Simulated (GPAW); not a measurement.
Runs of GPAW 26.7.0 on CuO. Symmetry: P6_3mc, No. 186, hexagonal system. The conventional cell has a = 3.288 Å, b = 3.288 Å, c = 5.385 Å, α = 90.00°, β = 90.00°, γ = 120.00°. Around Cu (site symmetry 3m) lie 4 O at 2.01 to 2.02 Å. O (site symmetry 3m) is surrounded by 4 Cu at 2.01 to 2.02 Å. Measurements of this composition are mostly on another form, of space group No. 15.

```tsv
level	potentials or basis	eigensolver	pressure (GPa)	largest force (eV/Å)
SCAN	GPAW PAW data sets (gpaw-data 1.2.1), pw	-	-14.4	0.04
PW91	PAW data sets generated in the run's folder for this functional, pw	-	-8.6	0.04
LDA	the program's PAW data sets (release 1.2.1) made for this functional, pw	-	-19.5	0.03
BLYP	PAW data sets generated in the run's folder for this functional, pw	davidson	(a)	0.04
r2SCAN	GPAW PAW data sets (gpaw-data 1.2.1), pw	-	(b)	0.03
```

Alike in all rows: task band structure; no spin polarisation; cell as given; k mesh 6 × 6 × 3; cutoff (eV) 800; smearing fermi-dirac 0.05 eV; the mesh is coarse, so values aren't converged.

Question: Estimate the missing entries.

Answer: (a) -4.8; (b) -13.2.

Caveats: all runs use coarse meshes; with this Cu data set, volumes or pressures lay over 1.5 % or 2 GPa off other programs in two to four cells of ten; the run has no spin polarisation, though such a crystal can be magnetic; the PAW data sets were made with another functional, which shifts forces and pressure a little (some runs).
